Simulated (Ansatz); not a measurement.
# CdH2O2: the cost of one run

Method: DFT PBE, scalar-relativistic, plane waves, PAW, in Ansatz 0.2.0.

3 further runs of the same task are left out: 3 set aside as unsound or not needed. Runs told in other sessions of the task aren't counted.

### 1 Starting point

The structure is tetragonal, space group I4/mmm (No. 139). Conventional cell: a = 3.352 Å, b = 3.352 Å, c = 8.794 Å, α = 90.00°, β = 90.00°, γ = 90.00°. Cd (site symmetry 4/mmm) is surrounded by 8 O at 2.62 Å and 8 H at 2.76 Å. Around H (site symmetry -4m2) lie 4 O at 2.00 Å and 4 H at 2.37 Å and 4 Cd at 2.76 Å. Around O (site symmetry 4mm) lie 4 H at 2.00 Å and 1 O at 2.22 Å and 4 Cd at 2.62 Å.

As a file:

```
CELL_PARAMETERS angstrom
-1.67593 1.67593 4.39724
1.67593 -1.67593 4.39724
1.67593 1.67593 -4.39724
ATOMIC_POSITIONS crystal
Cd 0.00000 0.00000 0.00000
H 0.25000 0.75000 0.50000
H 0.75000 0.25000 0.50000
O 0.62600 0.62600 0.00000
O 0.37400 0.37400 0.00000
```

This is candidate A: ThCr2Si2 type (I4/mmm, No. 139).

(A quick probe on a coarse mesh, which set the mesh and smearing, is not shown.)

### 3 Coarse relaxation (candidate A)

input.yaml

```yaml
crystal:
  lattice:
    - [-1.6759309478, 1.6759309478, 4.3972445661]
    - [1.6759309478, -1.6759309478, 4.3972445661]
    - [1.6759309478, 1.6759309478, -4.3972445661]
  atoms:
    - { symbol: Cd, position: [0.0, 0.0, 0.0] }
    - { symbol: H, position: [0.25, 0.75, 0.5] }
    - { symbol: H, position: [0.75, 0.25, 0.5] }
    - { symbol: O, position: [0.626, 0.626, 0.0] }
    - { symbol: O, position: [0.374, 0.374, 0.0] }
basis:
  ecutwfc: 420
kpoints:
  mp_grid: { grid: [8, 8, 8] }
hamiltonian:
  xc: pbe
scf:
  occupations: { method: gaussian, width: 0.1 }
  lower_state_search: "off"
output:
  forces: true
  stress: true
  eigenvalues: true
relax:
  adjacent_minimum: "off"
  f_tol: 0.04
  max_steps: 70
  cell: { stress_tol: 0.4 }
```

Launch:

```sh
> ansatz run input.yaml --threads 1 --pin off --max-ram 2560MiB --backend cpu --events-out ev --progress --plain --runs-dir out
```

What time and memory should one allow on 1 thread of Arm Neoverse V1, shared host?

About 32 s, with a peak of 0.36 GiB.
